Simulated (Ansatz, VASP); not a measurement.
# InP (InP(110)): VASP beside Ansatz, part 2 of 3

One calculation is typed for both programs; each brings its own data sets. How far apart do they land? Of the first pair: The structure shown is the end of the VASP relaxation below. Valence electrons are named where the data sets of a main pair hold unlike numbers.

VASP 6.6.1 and Ansatz 0.2.0.

So far: The structure; VASP: relaxation, PBE.

## (3) Ansatz: single point, PBE

Level of this step: Ansatz beside VASP: Kohn-Sham DFT, plane waves, PBE (Ansatz).

Ansatz runs on its default PAW (the set named soft_2) files.

The same cell, functional, mesh and smearing now go to Ansatz, which takes its cutoff from its data sets.

input.yaml

```yaml
crystal:
  lattice:
    - [4.32661911, 0.0, 0.0]
    - [0.0, 6.11876343, 0.0]
    - [0.0, 0.0, 32.75615754]
  atoms:
    - { symbol: In, position: [0.0, 0.05754628, 0.25840512] }
    - { symbol: In, position: [0.5, 0.48869269, 0.30480258] }
    - { symbol: In, position: [0.0, 0.99346878, 0.37294988] }
    - { symbol: In, position: [0.5, 0.49326985, 0.43533466] }
    - { symbol: In, position: [0.0, 0.99691373, 0.5] }
    - { symbol: In, position: [0.5, 0.49326985, 0.56466534] }
    - { symbol: In, position: [0.0, 0.99346878, 0.62705012] }
    - { symbol: In, position: [0.5, 0.48869269, 0.69519742] }
    - { symbol: In, position: [0.0, 0.05754628, 0.74159488] }
    - { symbol: P, position: [0.0, 0.73355648, 0.30867093] }
    - { symbol: P, position: [0.5, 0.25927449, 0.23760461] }
    - { symbol: P, position: [0.0, 0.73878887, 0.43637658] }
    - { symbol: P, position: [0.5, 0.24086176, 0.37099321] }
    - { symbol: P, position: [0.0, 0.73878887, 0.56362342] }
    - { symbol: P, position: [0.5, 0.24216786, 0.5] }
    - { symbol: P, position: [0.0, 0.73355648, 0.69132907] }
    - { symbol: P, position: [0.5, 0.24086176, 0.62900679] }
    - { symbol: P, position: [0.5, 0.25927449, 0.76239539] }
hamiltonian:
  xc: pbe
  pseudopotentials: { kind: paw }
kpoints:
  mp_grid: { grid: [6, 4, 1] }
scf:
  occupations: { method: gaussian, width: 0.03 }
  n_extra_bands: 8
efield:
  axis: 3
  dipole_correction: true
  ramp_width: 0.04
output:
  forces: true
  eigenvalues: true
  write_density: true
  write_potential: true
  elf: true
  volumetric_format: npy
```

Launch:

```bash
$ ansatz run input.yaml --threads 8 --pin off --max-ram 18432MiB --backend cpu --events-out ev --progress --plain --runs-dir out
```

Numbers of over 12 decimals in the logs are rounded to 6 here.

The log of the run:

```text
scf.n_extra_bands = 8 over 81 filled bands (N_el = 162.0): the run solves 89 bands
Engine: ansatz 0.2.0, aarch64-unknown-linux-gnu
Pseudopotentials: kind: paw
Pseudopotential: In, paw, valence charge 13, recommended cutoff 420 eV (normal), In.paw.azcp
Pseudopotential: P, paw, valence charge 5, recommended cutoff 420 eV (normal), P.paw.azcp
Functional definition: PBE
  parameter kappa = 0.804
  parameter beta = 0.066725
  exchange = pbe_x(kappa = kappa, mu = beta*pi^2/3)
  correlation = pbe_c(beta = beta)
Crystal: 18 atoms, lattice volume = 867.172 Å³
Basis set: ecut = 420 eV, 17003 PW (Γ), exchange–correlation on 60×90×450 points (8 copies of the dense FFT grid, shifted against one another)
Bands: 89, of which v1, the nominal top of the filled ones, is band 81 counted from 1 (80 counted from 0)
Symmetry: 2 space group operations
k-points: 12 of 24 (time reversal used)
Non-local potential: In, projectors of the file, l = 0: 2, l = 1: 2, l = 2: 2, l = 3: 2
Non-local potential: P, projectors of the file, l = 0: 2, l = 1: 2, l = 2: 2
PAW form: soft (Blöchl's): semilocal exchange-correlation on the pseudo side does not see the compensation charge
PAW one-centre angular grid: In, 590 points (default); XC on 64 Gauss nodes
PAW one-centre angular grid: P, 110 points (default); XC on 64 Gauss nodes
Initial density: superposition of atomic densities (neutral atoms: chi_scale 0, normalization atom), corrected by the library's trained network
Initial wavefunctions: pseudopotential atomic-orbital guess
Functional: x = pbe(κ = 0.804, μ = 0.219515), c = pbe(β = 0.066725)
SCF iter   1: F=—  HF=-57183.921619 eV  |F-HF|=—  |Δ(HF+E_count)|=         —  Δρ=1.57e-3  dr2=8.56e-2  ethr=1.77e-3  p=-0.000 e·Å  D=-1.02e-15 V/Å  ΔV_dip=0.00 eV  dr2_dipole=1.10e-10  V_vac-E_F(+/−)=4.94/4.94 eV  ⟨swp⟩=8.3  Hψ=5152  notcnv=0
efield: sawtooth ramp at fractional position 0.9800 (placed from the atoms, in the widest stretch of the axis that holds none; the zero of the levels goes with the place), width 0.0400; the density the first Hamiltonian is built on has a dipole p = -0.000 e·Å; the dipole correction subtracts the counter field D = -1.02e-15 V/Å, which shifts the + side's vacuum level by +0.00 eV against the − side's; the planar-averaged density in the ramp window peaks in size at 8.5e-6 e/Å³
preconditioner: auto → Resta (q_TF=auto, 2.063 Å⁻¹)  ε∞=2.8  [insulator: Δε(μ)=0.661 eV  Ē_g=11.912 eV  σ=0.030 eV  W_gap=1.00  n_scr=138 (ndim 8)  ℏωp=16.0 eV  f_vac=0.411  D(μ)=0.00/eV (n_scr^D=0)  ε∞_Penn≈2.8  vacuum switching on, ρ_ref=1.0e-2 e/Å³]
SCF iter   2: F=—  HF=-57183.915487 eV  |F-HF|=—  |Δ(HF+E_count)|=   6.13e-3  Δρ=9.05e-4  dr2=5.80e-2  ethr=5.29e-5  p=-0.000 e·Å  D=-1.79e-6 V/Å  ΔV_dip=0.00 eV  dr2_dipole=6.90e-9  V_vac-E_F(+/−)=5.09/5.09 eV  ⟨swp⟩=3.7  Hψ=2434  notcnv=0  defer=25
SCF iter   3: F=—  HF=-57183.910618 eV  |F-HF|=—  |Δ(HF+E_count)|=   4.87e-3  Δρ=5.00e-4  dr2=5.13e-3  ethr=3.58e-5  p=-0.000 e·Å  D=-5.59e-6 V/Å  ΔV_dip=0.00 eV  dr2_dipole=3.84e-9  V_vac-E_F(+/−)=4.96/4.96 eV  ⟨swp⟩=3.1  Hψ=1343  notcnv=0  defer=25
SCF iter   4: F=—  HF=-57183.911437 eV  |F-HF|=—  |Δ(HF+E_count)|=   8.19e-4  Δρ=1.84e-4  dr2=6.81e-4  ethr=3.17e-6  p=0.000 e·Å  D=6.55e-6 V/Å  ΔV_dip=-0.00 eV  dr2_dipole=1.34e-8  V_vac-E_F(+/−)=4.95/4.95 eV  ⟨swp⟩=2.0  Hψ=1316  notcnv=0  defer=25
SCF iter   5: F=—  HF=-57183.911706 eV  |F-HF|=—  |Δ(HF+E_count)|=   2.70e-4  Δρ=7.98e-5  dr2=1.79e-4  ethr=4.21e-7  p=-0.000 e·Å  D=-1.34e-5 V/Å  ΔV_dip=0.00 eV  dr2_dipole=5.85e-8  V_vac-E_F(+/−)=4.94/4.94 eV  ⟨swp⟩=2.0  Hψ=1462  notcnv=0  defer=25
SCF iter   6: F=—  HF=-57183.911756 eV  |F-HF|=—  |Δ(HF+E_count)|=   4.93e-5  Δρ=2.93e-5  dr2=1.41e-5  ethr=1.10e-7  p=0.000 e·Å  D=1.77e-5 V/Å  ΔV_dip=-0.00 eV  dr2_dipole=1.13e-7  V_vac-E_F(+/−)=4.94/4.94 eV  ⟨swp⟩=2.0  Hψ=1344  notcnv=0  defer=25
SCF iter   7: F=—  HF=-57183.911558 eV  |F-HF|=—  |Δ(HF+E_count)|=   1.98e-4  Δρ=1.05e-5  dr2=2.04e-6  ethr=8.73e-9  p=-0.000 e·Å  D=-4.83e-5 V/Å  ΔV_dip=0.00 eV  dr2_dipole=8.33e-7  V_vac-E_F(+/−)=4.94/4.94 eV  ⟨swp⟩=2.7  Hψ=2130  notcnv=0  defer=25
SCF iter   8: F=—  HF=-57183.911560 eV  |F-HF|=—  |Δ(HF+E_count)|=   2.65e-6  Δρ=5.81e-6  dr2=3.67e-6  ethr=1.26e-9  p=0.001 e·Å  D=1.07e-4 V/Å  ΔV_dip=-0.00 eV  dr2_dipole=4.01e-6  V_vac-E_F(+/−)=4.94/4.94 eV  ⟨swp⟩=2.2  Hψ=1604  notcnv=0  defer=25  recentre
SCF iter   9: F=-57183.911560 eV  HF=-57183.911560 eV  |F-HF|=2.92e-8  |Δ(HF+E_count)|=   4.15e-7  Δρ=2.27e-6  dr2=8.21e-8  ethr=6.17e-11  p=-0.000 e·Å  D=-8.90e-6 V/Å  ΔV_dip=0.00 eV  dr2_dipole=2.92e-8  V_vac-E_F(+/−)=4.94/4.94 eV  ⟨swp⟩=17.2  Hψ=10101  notcnv=0
SCF 1 converged in 9 iterations: F = -57183.911560 eV  dr2 = 8.21e-8
  greatest PAW one-centre occupation: 0.982 electrons in one spin orbital (limit 2), on the In atom at site 8 (counted from 0), in its partial waves of l = 2
WARN: The output density's exchange-correlation potential varies sharply where the density is thin. Do not read a vacuum level from v_tot or v_xc, or from such a field of the output density. On a cell that repeats whose density bears no net charge and no dipole along the vacuum's axis use v_es (v_loc + v_h of the components); under efield.dipole_correction with no amplitude use v_es + v_field, which holds any externa [...]
SCF converged after 9 iterations
Free energy (F): -57183.911560 eV
Harris-Foulkes:  -57183.911560 eV  (|F-HF|=2.92e-8)
Internal energy: -57183.911560 eV  (E = F + TS)
E sigma→0 (E₀):  -57183.911560 eV
Fermi energy:    1.427701 eV
Dipole field:    D = 0.000102 V/Å  (p = 0.000487 e·Å, saw-weighted, corrected)
Work function:   Φ+ = 4.9384 eV   Φ− = 4.9418 eV
Levels:          The Fermi level and band energies are counted from a zero that moves with the ramp; work functions are not
--- Per-component energies (eV) ---
  E_band       = -1378.801013
  E_kinetic    = 2792.459112
  E_local      = -105412.688573  (includes V_loc(G=0)·N_el)
  E_nonlocal   = 3609.461332
  E_hartree    = 50928.927528
  E_xc         = -2476.669108
  E_vxc        = -1421.262775  (∫ρ·V_xc dr)
  E_paw        = -42522.425399  (= ΣΔE_a)
  E_vpaw       = -2804.635666  (= ΣTr[D̂ρ^β])
  E_aug_tail   = 0.000256  (compensation charges beyond the density's cutoff)
  E_efield     = 0.000000  (sawtooth field / dipole correction)
  E_vefield    = 0.000000  (∫n·V_field dr)
  E_ewald      = 35897.023292
  E_smearing   = -0.000000  (= −TS)
  E_closure    = 0.000000  (closes the sum)
  Σ components = -57183.911560   (vs F -57183.911560, Δ=0.00e0)
--- Forces (eV/Å), atoms counted from 1 ---
  atom   1  In     0.00000000     0.02266423     0.01480041
  atom   2  In     0.00000000     0.02099314     0.02632796
  atom   3  In     0.00000000    -0.01435791     0.00110434
  atom   4  In     0.00000000    -0.02006555     0.00211672
  atom   5  In     0.00000000    -0.04210255     0.00005680
  atom   6  In     0.00000000    -0.02005353    -0.00201104
  atom   7  In     0.00000000    -0.01434069    -0.00102346
  atom   8  In     0.00000000     0.02101503    -0.02627515
  atom   9  In     0.00000000     0.02269181    -0.01478579
  atom  10  P      0.00000000     0.03852055    -0.03249136
  atom  11  P      0.00000000    -0.04575211     0.15385341
  atom  12  P      0.00000000     0.02113528     0.00558063
  atom  13  P      0.00000000     0.00559900     0.02547412
  atom  14  P      0.00000000     0.02113337    -0.00569886
  atom  15  P      0.00000000    -0.01542404    -0.00006628
  atom  16  P      0.00000000     0.03851356     0.03242731
  atom  17  P      0.00000000     0.00559280    -0.02557202
  atom  18  P      0.00000000    -0.04574620    -0.15386809
  max |Σ_I F_I| component: 5.04e-5 eV/Å
--- Band table (eV; the first three rows and the last of 12) ---
  k-point 0: bands = [... 77 lower, 0.9771, 1.0027, 1.0553, 1.0693, 1.7861, 2.4066, 2.8558, 3.0036, ... 4 higher]
  k-point 1: bands = [... 77 lower, 0.6519, 0.6563, 0.8314, 0.8860, 2.5712, 2.6158, 2.7696, 2.7940, ... 4 higher]
  k-point 2: bands = [... 77 lower, 0.2699, 0.3080, 0.5683, 0.5686, 2.3830, 2.4290, 2.7109, 2.7550, ... 4 higher]
  k-point 11: bands = [... 77 lower, 0.1798, 0.2747, 0.5421, 0.6988, 2.4764, 2.8996, 2.9208, 3.6805, ... 4 higher]
```

The job ended after 39 s (8 threads of Arm Neoverse N1, shared host; peak memory 3.1 GiB; 5 min of CPU time).

The column dr2 measures how far the density is from self-consistency, as an energy; F and HF (Harris–Foulkes) agree once it is small.

## (4) Comparison

Known differences besides the potentials themselves: the data sets hold 162 valence electrons in Ansatz (on its default PAW (the set named soft_2) files) and 72 in VASP; the cutoff is 420 eV in Ansatz and 320 eV in VASP (PREC = Normal, projectors in real space); VASP leaves aspherical gradient terms in its spheres out (LASPH is not set), Ansatz keeps them. Total energies have different zeros and are not compared.

The two programs side by side:

```
              quantity  Ansatz   VASP  difference
gap on the k mesh (eV)   0.717  0.750      -0.033
```

At this near-relaxed geometry the largest component of a force difference is 137 meV/Å. A gap on the mesh is an upper bound, since the band edges may lie between its points. VASP's last cycles still show a density residual of 3e-03, so its state may not be settled. With vacuum in the cell, a pressure given here is an average over mostly empty space and none of the material.

## (5) Further runs

Further runs change the set-up of one program: Ansatz's method, potentials or start, or VASP's data sets, cutoff or form of LDA. The table gives Ansatz less VASP for each quantity, since a change that brings one quantity closer may part another.

```
                                       run  r.m.s. force difference (meV/Å)  gap on the k mesh (eV)
                                  as above                               31                  -0.033
   Ansatz's larger PAW set (cutoff 620 eV)                               30                  -0.033
norm-conserving potentials (cutoff 952 eV)                               29                  -0.037
```

## (6) VASP: band structure, PBE

The same path points are solved in both programs, so levels can be compared one by one.

INCAR

```
SYSTEM = InP
PREC = Normal
ENCUT = 320
EDIFF = 1E-06
NELM = 120
ISMEAR = 0
SIGMA = 0.03
LREAL = Auto
ALGO = Fast
GGA = PE
NBANDS = 54
LORBIT = 11
LWAVE = .FALSE.
LCHARG = .TRUE.
KPAR = 2
IDIPOL = 3
LDIPOL = .TRUE.
DIPOL = 0.5 0.5 0.5
LVHAR = .TRUE.
LVACPOTAV = .TRUE.
NEDOS = 1500
```

POSCAR

```
InP
1.0
    4.3266191128      0.0000000000      0.0000000000
    0.0000000000      6.1187634285      0.0000000000
    0.0000000000      0.0000000000     32.7561575404
In P
9 9
Direct
    0.0000000000      0.0575462821      0.2584051182
    0.5000000000      0.4886926946      0.3048025823
    0.0000000000      0.9934687818      0.3729498814
    0.5000000000      0.4932698477      0.4353346630
    0.0000000000      0.9969137260      0.5000000000
    0.5000000000      0.4932698477      0.5646653370
    0.0000000000      0.9934687818      0.6270501186
    0.5000000000      0.4886926946      0.6951974177
    0.0000000000      0.0575462821      0.7415948818
    0.0000000000      0.7335564831      0.3086709296
    0.5000000000      0.2592744904      0.2376046131
    0.0000000000      0.7387888710      0.4363765769
    0.5000000000      0.2408617564      0.3709932062
    0.0000000000      0.7387888710      0.5636234231
    0.5000000000      0.2421678601      0.5000000000
    0.0000000000      0.7335564831      0.6913290704
    0.5000000000      0.2408617564      0.6290067938
    0.5000000000      0.2592744904      0.7623953869
```

KPOINTS

```
Automatic mesh
0
Gamma
6 4 1
0 0 0
```

KPOINTS_OPT

```
Line mode
14
Line-mode
Reciprocal
  0.00000000   0.00000000   0.00000000 GAMMA
  0.50000000   0.00000000   0.00000000 X

  0.50000000   0.00000000   0.00000000 X
  0.50000000   0.50000000   0.00000000 S

  0.50000000   0.50000000   0.00000000 S
  0.00000000   0.50000000   0.00000000 Y

  0.00000000   0.50000000   0.00000000 Y
  0.00000000   0.00000000   0.00000000 GAMMA

  0.00000000   0.00000000   0.00000000 GAMMA
  0.50000000   0.50000000   0.00000000 S
```

PAW data sets: In and P (PBE family, release 64).

Launch:

```bash
$ mpirun -np 4 vasp_std
```

The log of the run:

```text
[banner, memory and clock lines left out]
running    4 mpi-ranks, on    1 nodes
[...]
LDA part: xc-table for (Slater+PW92), standard interpolation
 POSCAR, INCAR and KPOINTS ok, starting setup
[...]
entering main loop
       N       E                     dE             d eps       ncg     rms          rms(c)
DAV:   1     0.296482887901E+03    0.29648E+03   -0.17571E+04  1296   0.667E+02
DAV:   2    -0.365940215471E+02   -0.33308E+03   -0.32126E+03  1708   0.145E+02
DAV:   3    -0.752931996878E+02   -0.38699E+02   -0.38244E+02  1568   0.509E+01
DAV:   4    -0.770473015221E+02   -0.17541E+01   -0.17468E+01  1808   0.125E+01
[...]
RMM:  28    -0.731026148814E+02   -0.21072E-05   -0.68571E-07   905   0.174E-03    0.133E-03
RMM:  29    -0.731026159453E+02   -0.10639E-05   -0.81168E-08   625   0.888E-04    0.634E-04
RMM:  30    -0.731026163259E+02   -0.38060E-06   -0.27551E-09   377   0.652E-04
|                                                                             |
[...]
|     workfunction values.                                                    |
|                                                                             |

   1 F= -.73102616E+02 E0= -.73102616E+02  d E =-.111387E-11
 Start KPOINTS_OPT (optional k-point list driver)
k-point batch [1-12\70]
       N       E                     dE             ncg
DAV:   1     0.311981828520E+03   -0.60064E+04     1296
DAV:   2    -0.358645466965E+04   -0.38984E+04     1692
DAV:   3    -0.404178783277E+04   -0.45533E+03     1570
DAV:   4    -0.406244172244E+04   -0.20654E+02     1792
[...]
DAV:   8    -0.406306657177E+04   -0.79529E-04     1818
DAV:   9    -0.406306657510E+04   -0.33299E-05     1402
DAV:  10    -0.406306657531E+04   -0.20295E-06     1098
[...]
k-point batch [61-70\70]
       N       E                     dE             ncg
DAV:   1     0.326872246279E+03   -0.10994E+05     1080
DAV:   2    -0.285013647390E+04   -0.31770E+04     1476
DAV:   3    -0.319702289302E+04   -0.34689E+03     1320
DAV:   4    -0.321169520763E+04   -0.14672E+02     1504
[...]
DAV:   8    -0.321221609878E+04   -0.59234E-04     1512
DAV:   9    -0.321221610104E+04   -0.22584E-05     1152
DAV:  10    -0.321221610116E+04   -0.12909E-06     1024
```

Parts of OUTCAR (step 6):

```text
  Total       -9.6091894     -5.9293149     -0.5131226      0.0000000      0.0000000      0.0000000
  in kB      -17.7538300    -10.9549353     -0.9480395      0.0000000      0.0000000      0.0000000
  external PRESSURE =      -9.8856016 kB  Pullay stress =       0.0000000 kB

 POSITION                                       TOTAL-FORCE (eV/Angst)
 -----------------------------------------------------------------------------------
      0.00000      0.35211      8.46436         0.000000      0.009910     -0.002803
      2.16331      2.99019      9.98416         0.000000      0.011250      0.025918
      0.00000      6.07880     12.21641         0.000000      0.000754     -0.006504
      2.16331      3.01820     14.25989         0.000000     -0.002711      0.001677
      0.00000      6.09988     16.37808         0.000000     -0.009203      0.000000
      2.16331      3.01820     18.49627         0.000000     -0.002711     -0.001677
      0.00000      6.07880     20.53975         0.000000      0.000754      0.006504
      2.16331      2.99019     22.77200         0.000000      0.011250     -0.025918
      0.00000      0.35211     24.29180         0.000000      0.009910      0.002803
      0.00000      4.48846     10.11087         0.000000     -0.011815     -0.013849
      2.16331      1.58644      7.78301        -0.000000     -0.007290      0.019599
      0.00000      4.52047     14.29402         0.000000      0.008371     -0.003429
      2.16331      1.47378     12.15231        -0.000000     -0.002151      0.017303
      0.00000      4.52047     18.46214         0.000000      0.008371      0.003429
[...]
-----------------------------------------------------------------------------------
    total drift:                                0.000000     -0.004459     -0.000001

  FREE ENERGIE OF THE ION-ELECTRON SYSTEM (eV)
  ---------------------------------------------------
  free  energy   TOTEN  =       -73.1026163259 eV

  energy  without entropy=      -73.1026163259  energy(sigma->0) =      -73.10261633

[... 2 parts as in an earlier step ...]

[... 1 further part left out ...]
[key lines of the parts left out:]
E-fermi :  -0.4396
```

[end of part 2 of 3]

[Lines on the potential files, build, host, timing and source positions are cut from VASP's logs without a mark.]

[Logs are printed without paths, hosts, clocks, repeated set-up lines and the standing remarks that a program may print on its own settings, such as how far it seeks lower states.]

[Hosts, paths, dates, database ids (printed as entryN), source tags and the programs' standing remarks are cut or masked in the printed files.]
